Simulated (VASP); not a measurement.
A run of VASP 6.6.1:

INCAR

```
SYSTEM = Mg
  PREC = Accurate
  ENCUT = 520
  EDIFF = 1E-6
  ISMEAR = 0
  SIGMA = 0.1
  LREAL = .False.
  LASPH = .True.
  NELM = 60
  ALGO = Normal
  ISIF = 2
  LWAVE = .False.
  LCHARG = .False.
  GGA = PS
  NBANDS = 9
```

The input KPOINTS:

```
Automatic mesh
0
Gamma
  12 12 7
  0 0 0
```

Contents of POSCAR:

```
Mg
1.0
    3.1881999934      0.0000000000      0.0000000000
   -1.5940999967      2.7610621866      0.0000000000
    0.0000000000      0.0000000000      5.1084658697
Mg
2
Direct
    0.3333333333      0.6666666667      0.2500000000
    0.6666666667      0.3333333333      0.7500000000
```

Potentials or basis: VASP PAW PBE potentials, release 64 (Mg).

Run with:

```sh
$ cat potpaw_PBE.64/Mg/POTCAR > POTCAR
$ mpirun -np 1 vasp_std > vasp.out
```

Hardware: 1 thread of Intel(R) Xeon(R) 6975P-C (Granite Rapids), on a shared host.

Problem. How long does it take, and how much memory?

Solution. Run time: 6.2 s on 1 thread of Intel(R) Xeon(R) 6975P-C (Granite Rapids), on a shared host, peak memory 0.17 GiB. Counts: scf iterations 9, k points 76.
